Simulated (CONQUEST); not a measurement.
KBr under changes of volume

One of the cells (33.055 Å³/atom); the others are scaled copies at fixed shape and fractional positions:

```
CELL_PARAMETERS angstrom
4.04350 0.00000 0.00000
0.00000 4.04350 0.00000
0.00000 0.00000 4.04350
ATOMIC_POSITIONS crystal
Br 0.50000 0.50000 0.50000
K 0.00000 0.00000 0.00000
```

Measurements of this composition are mostly on another form, of space group No. 225.

* Program: CONQUEST 1.3
* Functional: PBE
* Potentials or basis: PseudoDojo NC PBE, DZP, grid of 40 × 40 × 40 points
* k mesh: 7 × 7 × 7
* Occupations: fermi-dirac, width 0.05 eV
* Spin: no spin polarisation

```csv
volume (Å³/atom),energy over the lowest point (meV/atom),pressure (GPa),gap on the mesh (eV)
31.072,?,?,?
31.733,1.02,0.4,4.13
32.394,0.00,0.2,4.06
33.055,0.42,-0.4,3.99
33.716,2.28,-0.5,3.93
34.378,5.38,-0.9,3.87
35.039,9.19,-1.1,3.81
```

Question: What does the run at 31.072 Å³/atom give?

Answer: Energy over the lowest point 3.51 meV/atom; pressure 0.8 GPa; gap on the mesh 4.20 eV.

Worked out: A Birch-Murnaghan fit of order 3 (a polynomial in V^(-2/3)) to the other rows has its minimum at 32.49 Å³/atom with B0 = V·E''(V) = 18.7 GPa (rough, since the energies scatter). It gives 4.06 meV/atom at 31.072 Å³/atom, against the run's 3.51, and -dE/dV = 1.0 GPa, against 0.8. A straight line through the other rows of the gap, of slope -3.22 eV per unit of ln V, extrapolates to 4.19 eV, against the run's 4.20.

Energies are extrapolated to zero smearing.

Caveats: an odd mesh through Γ misses points on the zone boundary, where band edges often lie; the basis of atomic orbitals isn't converged, which shifts pressures, moduli and gaps. Spin-orbit coupling on Br is left out.
